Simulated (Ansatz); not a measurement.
SrO (Fm-3m): gap against strain (isotropic on every length)

SrO (started from an entry of an open crystallographic database), relaxed with r2SCAN in the plane-wave code Ansatz, then strained (isotropic on every length; changes of length per length, axes as in the cell below) with the atoms relaxed again within the symmetry that is left. The symmetry is Fm-3m (No. 225, cubic); conventional cell a = 5.160 Å, 17.17 Å³ an atom. Around Sr lie 6 O at 2.58 Å; around O lie 6 Sr at 2.58 Å. Calculated for a static, non-magnetic cell.

```xyz
2
Lattice="0.0000 2.5799 2.5799 2.5799 0.0000 2.5799 2.5799 2.5799 0.0000" Properties=species:S:1:pos:R:3 pbc="T T T"
Sr    2.5799    2.5799    2.5799
O     0.0000    0.0000    0.0000
```

Gaps are the least over each mesh (PBE 8×8×8, r2SCAN 8×8×8, HSE06 6×6×6 when unstrained) and the special points, which keep their unstrained names; stress is the change from the unstrained cell, compression positive.

```
strain (%)  gap, PBE (eV)  gap, r2SCAN (eV)  gap, HSE06 (eV)           edges, HSE06  mean stress, r2SCAN (GPa)  energy rise, r2SCAN (meV/atom)
     -5.75          3.075             3.557            4.591  (0, 0.497, 0.497) → X                     +24.74                           183.6
     -4.95          3.139             3.621            4.654                      X                     +20.04                           132.1
       0.0          3.318             3.799            4.794                  Γ → X                       0.00                             0.0
     +3.71          3.203             3.812            4.610                      Γ                      -8.02                            54.8
```

With HSE06 the edges change from X (direct) to Γ → X (indirect) between -4.95 and 0.0 %. With HSE06 the edges change from Γ → X (indirect) to Γ (direct) between 0.0 and +3.71 %. With r2SCAN the edges change from X (direct) to Γ → X (indirect) between -4.95 and 0.0 %. With PBE the edges change from X (direct) to Γ → X (indirect) between -4.95 and 0.0 %. With PBE the edges change from Γ → X (indirect) to Γ (direct) between 0.0 and +3.71 %.

Where an edge lies off the special points, it is a point of the mesh or the k point where a search put PBE's edge or least direct gap, reused for the other functionals, whose own edges may lie a little apart.

The meshes of the hybrids are coarse, so their gaps aren't converged to the digits shown.
